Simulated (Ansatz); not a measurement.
## SnO₂: a fit and a missing row

SnO₂, P4_2/mnm, a = 4.827 Å, c = 3.238 Å. Ansatz: PBE, PAW, 420 eV, Γ-centred 6×6×8 mesh on 6 atoms, Gaussian smearing 0.02 eV; no spin polarisation. Shape and atoms are relaxed at each volume; pressure is positive in compression.

```tsv
V (Å³/atom)	P (GPa)
11.067	29.98
11.445	20.34
11.822	12.28
12.199	5.57
12.577	0.00
12.954	-4.55
13.331	?
13.834	-11.79
```

Q: Take V0 = 12.577 Å³/atom, fit the third-order Birch–Murnaghan form to the other rows, and predict the missing pressure.

A: With the Eulerian strain f = ½[(V0/V)^(2/3) − 1] and y = P/[3f(1 + 2f)^(5/2)], the form is the line y = B0 + 1.5 B0 (B0′ − 4) f. Rows (f, y): 0.04450, 181.5; 0.03245, 178.5; 0.02107, 175.2; 0.01028, 171.7; -0.00975, 163.4; -0.03077, 149.7. Means f = 0.01130, y = 170.00; Σ(Δf)² = 0.003859, ΣΔfΔy = 1.604; the slope is their ratio. y = 165.3 + 415.5 f GPa, so B0 = 165.3 GPa and B0′ = 4 + 2 × (415.5)/(3 × 165.3) = 5.68. At V = 13.331, f = -0.01904, y = 157.39 and P = -8.16 GPa. The run gave -8.20 GPa, so the fit is 0.04 GPa too high, within the rms miss on the fitted rows (0.19 GPa).